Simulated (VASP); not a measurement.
Here is a VASP 6.6.1 calculation.

File INCAR:

```
  ALGO = Normal
  EDIFF = 1E-6
  EDIFFG = -0.01
  ENCUT = 600
  GGA = PE
  IBRION = 2
  ISIF = 3
  ISMEAR = -1
  IVDW = 12
  LASPH = True
  LCHARG = False
  LREAL = False
  LWAVE = False
  NELM = 60
  NSW = 60
  PREC = Accurate
  SIGMA = 0.05
```

File KPOINTS:

```
k-points
0
Gamma
  8 8 5
```

The input POSCAR:

```
ZnS
1.0
    3.8110000000      0.0000000000      0.0000000000
   -1.9055000000      3.3004228138      0.0000000000
    0.0000000000      0.0000000000      6.2340000000
Zn S
2 2
Direct
    0.6666666667      0.3333333333      0.5000000000
    0.3333333333      0.6666666667      0.0000000000
    0.6666666667      0.3333333333      0.8850000000
    0.3333333333      0.6666666667      0.3850000000
```

Potentials or basis: VASP PAW PBE potentials, release 64 (Zn, S).

Run with:

```console
$ cat potpaw_PBE.64/Zn/POTCAR potpaw_PBE.64/S/POTCAR > POTCAR
$ mpirun -np 1 vasp_std > vasp.out
```

Q: Estimate the band gap on the k mesh.

A: 2.23 eV, direct.

Q: Predict the space group after relaxing (to 0.05 Å).

A: P6_3mc (No. 186).

The path:
```csv
step,energy change (eV),largest force (eV/Å),pressure (GPa),volume (Å³)
1,0.0000,0.3257,-0.28,78.41
2,-0.0168,0.1049,-0.05,78.01
3,-0.0170,0.0706,0.01,77.96
4,-0.0202,0.0443,-0.06,77.92
5,-0.0223,0.0402,0.10,77.79
6,-0.0228,0.0132,0.10,77.84
7,-0.0228,0.0104,-0.03,78.04
8,-0.0229,0.0017,0.07,77.93
9,-0.0229,0.0036,-0.07,77.97
10,-0.0229,0.0008,-0.01,77.95
```
